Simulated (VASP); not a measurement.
# SiO2 under changes of volume

One of the cells (14.129 Å³/atom); the others are scaled copies at fixed shape and fractional positions:

```
Si O
1.0
     4.96050    0.00000    0.00000
     0.00000    4.96050    0.00000
     0.00000    0.00000    6.89029
Si O
4 8
Direct
  0.80312 0.80312 0.50000
  0.69688 0.30312 0.25000
  0.30312 0.69688 0.75000
  0.19688 0.19688 0.00000
  0.76206 0.11052 0.43204
  0.88948 0.23794 0.06796
  0.11052 0.76206 0.56796
  0.26206 0.38948 0.81796
  0.23794 0.88948 0.93204
  0.73794 0.61052 0.31796
  0.38948 0.26206 0.18204
  0.61052 0.73794 0.68204
```

The cell comes from a database or a generator and needn't be the stable form of this composition.

```yaml
Program: VASP 6.6.1
Functional: LDA
Potentials_or_basis: VASP PAW LDA potentials, release 64 (Si, O)
Cutoff: 520 eV
k_mesh: 6 × 6 × 4
Occupations: gaussian, width 0.02 eV
Spin: no spin polarisation
```

```tsv
volume (Å³/atom)	energy over the lowest point (meV/atom)	pressure (GPa)	gap on the mesh (eV)	largest force (eV/Å)
13.564	14.99	8.1	5.73	0.501
13.846	?	?	?	?
14.129	0.00	0.3	5.53	0.021
14.411	2.19	-3.1	5.42	0.201
14.694	10.03	-6.1	5.31	0.399
```

**Question.** What does the run at 13.846 Å³/atom give?

**Answer.** Energy over the lowest point 4.06 meV/atom; pressure 4.0 GPa; gap on the mesh 5.64 eV; largest force 0.248 eV/Å.

Worked out: A Birch-Murnaghan fit of order 2 (a polynomial in V^(-2/3)) to the other rows has its minimum at 14.17 Å³/atom with B0 = V·E''(V) = 175 GPa at fixed shape and positions, which overstates the stiffness. It gives 4.06 meV/atom at 13.846 Å³/atom, against the run's 4.06, and -dE/dV = 4.2 GPa, against 4.0. A straight line through the other rows of the gap, of slope -5.23 eV per unit of ln V (its deformation potential), gives 5.63 eV, against the run's 5.64.

Energies are extrapolated to zero smearing.

A mesh can miss the band edges.
